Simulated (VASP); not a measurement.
# InAs in VASP: work function with PBEsol

Aim: the work function of InAs with PBEsol.

Program: VASP 6.6.1. These are calculated values, not measurements. Logs are shortened: lines on timing, memory, paths and dates and some standing lists are left out, and cuts for length are marked.

## 1. The structure

The cell holds a slab with vacuum, 4 atoms: a = 6.036 Å, b = 4.268 Å, c = 18.134 Å, α = 90.00°, β = 90.00°, γ = 90.00°.

## 2. Work function, PBEsol

The input, INCAR:

```
SYSTEM = InAs
  PREC = Accurate
  ENCUT = 520
  EDIFF = 1E-6
  ISMEAR = 1
  SIGMA = 0.1
  LREAL = .False.
  LASPH = .True.
  NELM = 60
  ALGO = Normal
  ISIF = 2
  LWAVE = .False.
  LCHARG = .True.
  LDIPOL = .True.
  IDIPOL = 3
  DIPOL = 0.5 0.5 0.500
  GGA = PS
  LVHAR = .True.
  LVACPOTAV = .True.
  KPAR = 8
```

The input, KPOINTS:

```
Automatic mesh
0
Gamma
  6 8 1
  0 0 0
```

The input, POSCAR:

```
InAs                                    
1.0
    6.0360000000      0.0000000000      0.0000000000
    0.0000000000      4.2680965310      0.0000000000
    0.0000000000      0.0000000000     18.1340482660
  In              As            
     2     2
Direct
     0.5358463421845430    0.5000000000000000    0.4824191761246754
     0.0358463421845431    0.0000000000000000    0.5175808238753246
     0.7141536578154570    0.0000000000000000    0.4233954289137690
     0.2141536578154569    0.5000000000000000    0.5766045710862312
```

Potentials or basis: VASP PAW PBE potentials, release 64 (In_d, As).

Command:

```
$ cat potpaw_PBE.64/In_d/POTCAR potpaw_PBE.64/As/POTCAR > POTCAR
$ mpirun -np 8 vasp_std > vasp.out
```

OUTCAR:

```text
SYSTEM = InAs
   PREC = Accurate
   ENCUT = 520
   EDIFF = 1E-6
   ISMEAR = 1
   LREAL = .False.
   LASPH = .True.
   NELM = 60
   ISIF = 2
   GGA = PS

 ion  position               nearest neighbor table
   1  0.536  0.500  0.482-   4 2.59   3 2.62   3 2.62   2 3.75   2 3.75   2 3.75   2 3.75
   2  0.036  0.000  0.518-   3 2.59   4 2.62   4 2.62   1 3.75   1 3.75   1 3.75   1 3.75
   3  0.714  0.000  0.423-   2 2.59   1 2.62   1 2.62
   4  0.214  0.500  0.577-   1 2.59   2 2.62   2 2.62

  LATTYP: Found a simple orthorhombic cell.
 ALAT       =     4.2680965310
 B/A-ratio  =     1.4142135625
 C/A-ratio  =     4.2487437044

  Lattice vectors:

 A1 = (   0.0000000000,  -4.2680965310,   0.0000000000)
 A2 = (   6.0360000000,   0.0000000000,   0.0000000000)
 A3 = (   0.0000000000,   0.0000000000,  18.1340482660)

Analysis of symmetry for initial positions (statically):
=====================================================================
 Subroutine PRICEL returns:
 Original cell was already a primitive cell.

 Routine SETGRP: Setting up the symmetry group for a
 simple orthorhombic supercell.

 Subroutine GETGRP returns: Found  4 space group operations
 (whereof  2 operations were pure point group operations)
 out of a pool of  8 trial point group operations.

The static configuration has the point symmetry C_1h.
 The point group associated with its full space group is C_2v.

Analysis of symmetry for dynamics (positions and initial velocities):
=====================================================================
 Subroutine PRICEL returns:
 Original cell was already a primitive cell.

 Routine SETGRP: Setting up the symmetry group for a
 simple orthorhombic supercell.

 Subroutine GETGRP returns: Found  4 space group operations
 (whereof  2 operations were pure point group operations)
 out of a pool of  8 trial point group operations.

The dynamic configuration has the point symmetry C_1h.
 The point group associated with its full space group is C_2v.

 Subroutine INISYM returns: Found  4 space group operations
 (whereof  2 operations are pure point group operations),
 and found     1 'primitive' translations

----------------------------------------------------------------------------------------

                                     Primitive cell

  volume of cell :     467.1735

  direct lattice vectors                    reciprocal lattice vectors
     6.036000000  0.000000000  0.000000000     0.165672631  0.000000000  0.000000000
[... 90 lines left out ...]
   NFREE  =      0    steps in history (QN), initial steepest desc. (CG)
   ISIF   =      2    stress and relaxation
   ISYM   =      2    0-nonsym 1-usesym 2-fastsym
   POTIM  = 0.5000    time-step for ionic-motion
   TEBEG  =    0.0;   TEEND  =   0.0 temperature during run
   PSTRESS=    0.0 pullay stress
   NELECT =      36.0000    total number of electrons
   NUPDOWN=      -1.0000    fix difference up-down
   EMIN   =  10.00;   EMAX   =-10.00  energy-range for DOS
   EFERMI =   0.00;   METHOD = LEGACY
   ISMEAR =     1;   SIGMA  =   0.10  broadening in eV -4-tet -1-fermi 0-gaus
   EFERMI_NEDOS =   21; number of points for ismear=-14 and -15
   IALGO  =     38    algorithm
   IMIX   =      4    mixing-type and parameters
     AMIX     =   0.40;   BMIX     =  1.00
     AMIX_MAG =   1.60;   BMIX_MAG =  1.00
  volume/ion in A,a.u.               =     116.79       788.16
  Fermi-wavevector in a.u.,A,eV,Ry     =   0.696653  1.316482  6.603245  0.485325
  Thomas-Fermi vector in A             =   1.779762
   LORBIT       =      0    0 simple, 1 ext, 2 COOP (PROOUT), +10 PAW based schemes
   GGA     = PS    functional components
   LHFCALC =     F    Hartree Fock is set to
   AEXX    =    0.0000 exact exchange contribution
   IVDW    =     0    specifies the selected vdW correction
   LEPSILON=     F    determine dielectric tensor
   LRPA    =     F    only Hartree local field effects (RPA)
 non-spin polarized calculation
 Methfessel and Paxton  Order N= 1 SIGMA  =   0.10
  energy-cutoff  :      520.00
  volume of cell :      467.17
 maximum number of plane-waves:     12684
 NGX is ok and might be reduce to    48
   NGX = 23   NGY = 15   NGZ = 67

 number of electron      36.0000006 magnetization

 dipolmoment           0.000000      0.000000     -0.000000 electrons x Angstroem

 Free energy of the ion-electron system (eV)
  ---------------------------------------------------
  ext. energy  EPLUGINS =         0.00000000
  ---------------------------------------------------
  free energy    TOTEN  =       -15.50492724 eV

  energy without entropy =      -15.50518171  energy(sigma->0) =      -15.50501206

 E-fermi :  -2.7417     XC(G=0):  -2.9061

 val. band max:       -2.8168581383   @ k =   0.0000   0.0000   0.0000
 cond. band min:      -1.3957424214   @ k =   0.0000   0.3750   0.0000
 fundamental gap:      1.4211157168
 Fermi energy:        -2.7417499966

 k-point     1 :       0.0000    0.0000    0.0000
  band No.  band energies     occupation
      1     -17.1759      2.00000
      2     -17.0809      2.00000
      3     -17.0051      2.00000
      4     -16.9961      2.00000
      5     -16.9863      2.00000
      6     -16.9484      2.00000
[... 489 lines left out ...]
     21       0.1963      0.00000
     22       0.1963      0.00000

------------------------ aborting loop because EDIFF is reached ----------------------------------------

  FORCE on cell =-STRESS in cart. coord.  units (eV):
  Direction    XX          YY          ZZ          XY          YZ          ZX
  --------------------------------------------------------------------------------------
  -------------------------------------------------------------------------------------
  Total       -0.1791518     -1.5368611     -0.0266694      0.0000000      0.0000000      0.0000000
  in kB       -0.6144032     -5.2706839     -0.0914630      0.0000000      0.0000000      0.0000000
  external PRESSURE =      -1.9921834 kB  Pullay stress =       0.0000000 kB

 VOLUME and BASIS-vectors are now :
 -----------------------------------------------------------------------------
  energy-cutoff  :      520.00
  volume of cell :      467.17
      direct lattice vectors                 reciprocal lattice vectors
     6.036000000  0.000000000  0.000000000     0.165672631  0.000000000  0.000000000
     0.000000000  4.268096531  0.000000000     0.000000000  0.234296482  0.000000000
     0.000000000  0.000000000 18.134048266     0.000000000  0.000000000  0.055144885

 POSITION                                       TOTAL-FORCE (eV/Angst)
 -----------------------------------------------------------------------------------
      3.23437      2.13405      8.74821         0.012600      0.000000     -0.008137
      0.21637      0.00000      9.38584         0.012600      0.000000      0.008137
      4.31063      0.00000      7.67787        -0.012600      0.000000      0.002723
      1.29263      2.13405     10.45618        -0.012600      0.000000     -0.002723
 -----------------------------------------------------------------------------------
    total drift:                               -0.000045     -0.000000      0.000001

  FREE ENERGIE OF THE ION-ELECTRON SYSTEM (eV)
  ---------------------------------------------------
  free  energy   TOTEN  =       -15.5049272377 eV

  energy  without entropy=      -15.5051817093  energy(sigma->0) =      -15.50501206

 vacuum level on the upper side and lower side of the slab         2.228         2.228
```

It took 95 s on 8 MPI ranks of AMD EPYC 7R13 (Zen 3), shared host; peak memory 0.65 GiB.

Results:

| Item | Value |
| --- | --- |
| Free energy | -15.5049 eV |
| Largest force | 0.015 eV/Å |
| Band gap on the k mesh | 1.42 eV, indirect (least direct gap 1.52 eV) |
| Ionisation potential of the upper face | 5.04 eV |

Forces on the atoms (eV/Å):
```
In   0.013  0.000 -0.008
In   0.013  0.000  0.008
As  -0.013  0.000  0.003
As  -0.013  0.000 -0.003
```

Caveat: the PAW data sets were made with another functional, which shifts forces and pressure a little; spin-orbit coupling is left out, which moves the levels of the heavy elements.
